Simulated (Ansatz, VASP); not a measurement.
## PbSe (Clausthalite): VASP beside Ansatz

The input INCAR:

```
SYSTEM = PbSe
  PREC = Accurate
  ENCUT = 600
  EDIFF = 1E-6
  ISMEAR = -1
  SIGMA = 0.05
  LREAL = .FALSE.
  LASPH = .TRUE.
  NELM = 80
  ALGO = Normal
  ISIF = 3
  LWAVE = .FALSE.
  LCHARG = .FALSE.
  GGA = RE
  IBRION = 2
  NSW = 80
  EDIFFG = -0.02
```

Contents of KPOINTS:

```
Automatic mesh
0
G
  8 8 8
  0 0 0
```

POSCAR

```
PbSe
1.0
    0.0000000000      3.0606500000      3.0606500000
    3.0606500000      0.0000000000      3.0606500000
    3.0606500000      3.0606500000      0.0000000000
Pb Se
1 1
Direct
    0.0000000000      0.0000000000      0.0000000000
    0.5000000000      0.5000000000      0.5000000000
```

Contents of input.yaml:

```yaml
crystal:
  lattice:
    - [0.0, 3.06065, 3.06065]
    - [3.06065, 0.0, 3.06065]
    - [3.06065, 3.06065, 0.0]
  atoms:
    - { symbol: Pb, position: [0.0, 0.0, 0.0] }
    - { symbol: Se, position: [0.5, 0.5, 0.5] }
kpoints:
  mp_grid: { grid: [8, 8, 8] }
scf:
  occupations: { method: fermi_dirac, width: 0.05 }
hamiltonian:
  xc: revpbe
  pseudopotentials: { kind: all_electron, lapw: { basis_error: 0.001 } }
output:
  forces: true
  stress: true
relax:
  f_tol: 0.02
  max_steps: 60
  cell: {}
```

Alike in both runs: task relaxation of cell and atoms; functional revPBE; k mesh 8 × 8 × 8; occupations fermi-dirac, width 0.05 eV; no spin polarisation.

```csv
,VASP,Ansatz
version,VASP 6.6.1,Ansatz 0.2.0
potentials or method,"VASP PAW PBE potentials, release 64 (Pb_d, Se)","all-electron LAPW, scalar-relativistic"
plane-wave cutoff (eV),600,see its input
```

|  | VASP | Ansatz | Ansatz less VASP |
| --- | --- | --- | --- |
| relaxed volume (Å³/atom) | 30.86 | 30.86 | +0.008 |
| relaxed cell length with the largest relative difference (Å) | 4.436 | 4.436 | +0.0004 |
| energy change over the relaxation (meV/atom) | -24 | -24 | 0.0 |

Ansatz ran all-electron here, so the differences hold the error of VASP's frozen core and of both bases.

Caveats: the PAW data sets were made with another functional, which shifts forces and pressure a little (VASP). A k mesh can miss the band edges. Zero-point motion and thermal expansion aren't in these numbers.
